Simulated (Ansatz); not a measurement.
## A Pb vacancy in rocksalt PbS, 63 atoms, charge −2

All numbers come from Ansatz (PAW, plane waves, no spin–orbit coupling) at the single k point (¼, ¼, ¼) without its symmetry partners. The atoms were relaxed with PBEsol in a fixed cell; other functionals are single points on those atoms unless said otherwise. The valence top and gap of the host come from its small cell on a dense mesh, with the band extrema sought between the mesh points, lined up by the mean potential, PBEsol gap 0.19 eV, HSE06 gap 0.71 eV. The charge correction uses an assumed dielectric constant of 170.

Cell: a = 11.800 Å, b = 11.800 Å, c = 11.800 Å, α = 90.00°, β = 90.00°, γ = 90.00°.

Nearest atoms after relaxation, from the placed atom (for vacancies from the middle of the vacant sites): S at 2.96 Å, S at 2.97 Å, S at 2.98 Å, S at 2.98 Å, S at 2.98 Å, S at 2.99 Å.

Chemical potentials μ are those of reference phases of the elements at zero temperature by the same functional (the usual solids, diamond for C, grey Sn, and the molecules H2, N2, O2, F2, Cl2, Br2 and S8).

```
functional  E(defect) − E(host) − Σ nμ + q·E_VBM (eV)  monopole (eV)  alignment (eV)  formation energy at E_F = VBM (eV)  moment (μB)              wall time, shared host
    PBEsol                                       0.87           0.04            0.35                                1.26  0 (no spin)  4.5 s on NVIDIA GB200 (relaxation)
     HSE06                                       1.11           0.04            0.37                                1.52  0 (no spin)                29 s on NVIDIA GB200
```

(1) How does the monopole term follow by hand for this cubic cell?

All elements are taken at their own reference at once; growth conditions in equilibrium with the host shift these energies, by up to the host's formation enthalpy.

One k point and a cell of this size can leave errors of several tenths of an eV in such numbers.

Results:

(1) q²·α·e²/(4πε₀)/(2εL) with the Madelung constant α = 2.837 and e²/4πε₀ = 14.40 eV·Å: 4 × 2.837 × 14.40 / (2 × 170 × 11.800) = 0.04 eV.
